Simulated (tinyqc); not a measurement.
Worked calculation: Hueckel theory of the pi electrons, for the molecule N=C(N)O (SMILES; centres numbered as the heavy atoms are written). One step of it, computed by the program tinyqc.

Problem. Energy, charges, bond orders. E = sum n x; q_r = z_r - P_rr; bond order p = P_rs; free valence = sqrt(3) - sum of p over the bonds of the atom.

x values: [2.482444, 1.708207, 0.894960, -1.085610]

occupations: [2.000000, 2.000000, 2.000000, 0.000000]

charge and bond-order matrix P, order 1N, 2C, 3N, 4O:
$$\begin{pmatrix}
1.490296 & 0.808192 & -0.250058 & -0.209538 \\
0.808192 & 0.718522 & 0.396495 & 0.332246 \\
-0.250058 & 0.396495 & 1.877323 & -0.102799 \\
-0.209538 & 0.332246 & -0.102799 & 1.913859
\end{pmatrix}$$

Centres:
```
centre  z_r, pi electrons of the neutral centre         h
1N                                            1  0.500000
2C                                            1  0.000000
3N                                            2  1.500000
4O                                            2  2.000000
```

Bonds:
```
i  j         k
1  2  1.000000
2  3  0.800000
2  4  0.800000
```

Give: pi energy = 6 alpha + this times beta; pi charges; Bond orders and lengths from R = 1.517 - 0.180 p; free valence of the carbons; gap between the highest filled and the next level.

Solution.

pi energy = 6 alpha + this times beta = 10.1712

pi charges: 1N -0.4903, 2C 0.2815, 3N 0.1227, 4O 0.0861

Bond orders and lengths from R = 1.517 - 0.180 p (angstrom, C-C alone):
```
bond       p  R
1-2   0.8082  -
2-3   0.3965  -
2-4   0.3322  -
```

free valence of the carbons: 2C 0.1951

gap between the highest filled and the next level = 1.9806 |beta|
